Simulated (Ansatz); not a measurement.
An Ansatz input:

```yaml
crystal:
  lattice:
    - [3.8034852428, 0.0, 0.0]
    - [-1.9017426214, 3.2939148432, 0.0]
    - [0.0, 0.0, 3.9956883624]
  atoms:
    - { symbol: Se, position: [0.3333333333, 0.6666666667, 0.25] }
    - { symbol: Se, position: [0.6666666667, 0.3333333333, 0.75] }
hamiltonian:
  xc: pbe
  pseudopotentials:
    kind: paw
    azcp:
      Se: "pseudopotentials/Se.paw.azcp"
basis:
  ecutwfc: 420
  fft_grid_basis: typed
kpoints:
  mp_grid: { grid: [16, 16, 13], shift: [0, 0, 0] }
magnetization:
  spin_polarized: false
scf:
  occupations: { method: fermi_dirac, width: 0.1 }
output:
  stress: true
```

Output

```
Engine: ansatz 0.2.0, x86_64-unknown-linux-gnu
Pseudopotentials: kind: paw
Pseudopotential: Se, paw, valence charge 16, recommended cutoff 420 eV (normal) 
Functional definition: PBE
  parameter kappa = 0.804
  parameter beta = 0.06672455060314922
  exchange = pbe_x(kappa = kappa, mu = beta*pi^2/3)
  correlation = pbe_c(beta = beta)
Crystal: 2 atoms, lattice volume = 50.059 Å³
Basis set: ecut = 420 eV, 985 PW (Γ)
Bands: 20, of which v1, the nominal top of the filled ones, is band 16 counted from 1 (15 counted from 0)
Symmetry: 24 space group operations
Space group: P63/mmc (ITA 194), of the structure as read, at distance tolerance 3.7e-5 Å
k-points: 210 of 3328
Non-local potential: Se, projectors of the file, l = 0: 2, l = 1: 2, l = 2: 3, l = 3: 1
PAW form: soft (Blöchl's): semilocal exchange-correlation on the pseudo side does not see the compensation charge
PAW one-centre angular grid: Se, 590 points (default); XC on 64 Gauss nodes
Initial density: superposition of atomic densities (neutral atoms: chi_scale 0, normalization atom), corrected by the library's trained network
Initial wavefunctions: pseudopotential atomic-orbital guess
Functional: x = pbe(κ = 0.804, μ = 0.2195149727645171), c = pbe(β = 0.06672455060314922)
SCF iter   1: F=—  HF=-10937.331941 eV  |F-HF|=—  |Δ(HF+E_count)|=         —  Δρ=1.83e-3  dr2=7.08e-4  ethr=1.77e-3  ⟨swp⟩=5.2  Hψ=18819  notcnv=0
SCF iter   2: F=—  HF=-10937.333857 eV  |F-HF|=—  |Δ(HF+E_count)|=   1.92e-3  Δρ=3.13e-4  dr2=4.16e-5  ethr=2.21e-6  ⟨swp⟩=2.0  Hψ=7208  notcnv=0
SCF iter   3: F=—  HF=-10937.333890 eV  |F-HF|=—  |Δ(HF+E_count)|=   3.31e-5  Δρ=6.74e-5  dr2=1.82e-6  ethr=1.30e-7  ⟨swp⟩=2.0  Hψ=5496  notcnv=0
SCF iter   4: F=—  HF=-10937.333890 eV  |F-HF|=—  |Δ(HF+E_count)|=   1.91e-7  Δρ=1.56e-5  dr2=6.44e-8  ethr=5.68e-9  ⟨swp⟩=2.0  Hψ=7586  notcnv=0
iter 5 did not close the SCF: its close was put off for the readings that it lacked (scf_convergence_deferred on its scf_iter line)
SCF iter   5: F=-10937.333890 eV  HF=-10937.333890 eV  |F-HF|=1.91e-8  |Δ(HF+E_count)|=   1.92e-8  Δρ=4.60e-6  dr2=1.15e-8  ethr=2.01e-10  ⟨swp⟩=2.0  Hψ=7630  notcnv=0
SCF iter   6: F=-10937.333890 eV  HF=-10937.333890 eV  |F-HF|=1.39e-9  |Δ(HF+E_count)|=   6.25e-9  Δρ=1.51e-6  dr2=1.50e-9  ethr=3.58e-11  ⟨swp⟩=2.0  Hψ=14428  notcnv=0
SCF 1 converged in 6 iterations: F = -10937.333890 eV  dr2 = 1.50e-9
SCF converged after 6 iterations
Free energy (F): -10937.333890 eV
Harris-Foulkes:  -10937.333890 eV  (|F-HF|=1.39e-9)
Internal energy: -10937.290260 eV  (E = F + TS)
E sigma→0 (E₀):  -10937.312075 eV
Entropy (-TS):   -0.043631 eV (-21.815 meV/atom)
Fermi energy:    7.987070 eV
--- Per-component energies (eV) ---
  E_band       = -782.245328
  E_kinetic    = 229.860415
  E_local      = -4666.044988  (includes V_loc(G=0)·N_el)
  E_nonlocal   = -1188.090467
  E_hartree    = 2300.312134
  E_xc         = -205.062949
  E_vxc        = -191.896583  (∫ρ·V_xc dr)
  E_paw        = -3824.766520  (= ΣΔE_a)
  E_vpaw       = 433.300600  (= ΣTr[D̂ρ^β])
  E_aug_tail   = -0.001207  (compensation charges beyond the density's cutoff)
  E_ewald      = -3583.496676
  E_smearing   = -0.043631  (= −TS)
  E_closure    = -0.000000  (closes the sum)
  Σ components = -10937.333890   (vs F -10937.333890, Δ=0.00e0)
--- Stress (GPa, compression-positive) ---
       -4.601973      -0.000000       0.000000
        0.000000      -4.601973       0.000000
        0.000000       0.000000      -8.423922
  P = ⅓ Tr σ = -5.8760 GPa (-58.760 kbar)
```
